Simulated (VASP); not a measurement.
KBr:

```
K Br
1.0
     0.00000    3.30000    3.30000
     3.30000    0.00000    3.30000
     3.30000    3.30000    0.00000
K Br
1 1
Direct
  0.00000 0.00000 0.00000
  0.50000 0.50000 0.50000
```

```yaml
Program: VASP 6.6.1
Task: relaxation of cell and atoms
Functional: RPBE
Potentials_or_basis: VASP PAW PBE potentials, release 64 (K_sv, Br)
Cutoff: 600 eV
k_mesh: 8 × 8 × 8
Occupations: gaussian, width 0.03 eV
Spin: no spin polarisation
```

At the start: pressure 2.2 GPa; volume 35.94 Å³/atom.

Q: How do energy, volume and symmetry change on relaxing?

A: Over 4 steps the energy falls by 33.2 meV/atom and the volume is 41.52 Å³/atom (+15.5 %); space group Fm-3m (No. 225, to 0.05 Å).

Step by step:
| step | energy change (eV) | largest force (eV/Å) | pressure (GPa) | volume (Å³) |
| --- | --- | --- | --- | --- |
| 1 | 0.0000 | 0.0000 | 2.17 | 71.87 |
| 2 | -0.0494 | 0.0000 | 0.97 | 77.06 |
| 3 | -0.0659 | 0.0000 | 0.15 | 82.02 |
| 4 | -0.0664 | 0.0000 | 0.00 | 83.04 |

Final structure:
```
CELL_PARAMETERS angstrom
0.00000 3.46278 3.46278
3.46278 0.00000 3.46278
3.46278 3.46278 0.00000
ATOMIC_POSITIONS crystal
K 0.00000 0.00000 0.00000
Br 0.50000 0.50000 0.50000
```

Caveat: the volume moved by over 15 % at a fixed basis, so the end points are rough; the PAW data sets were made with another functional, which shifts forces and pressure a little; the volume moved by +16 % from the deposited cell, more than functionals usually miss.
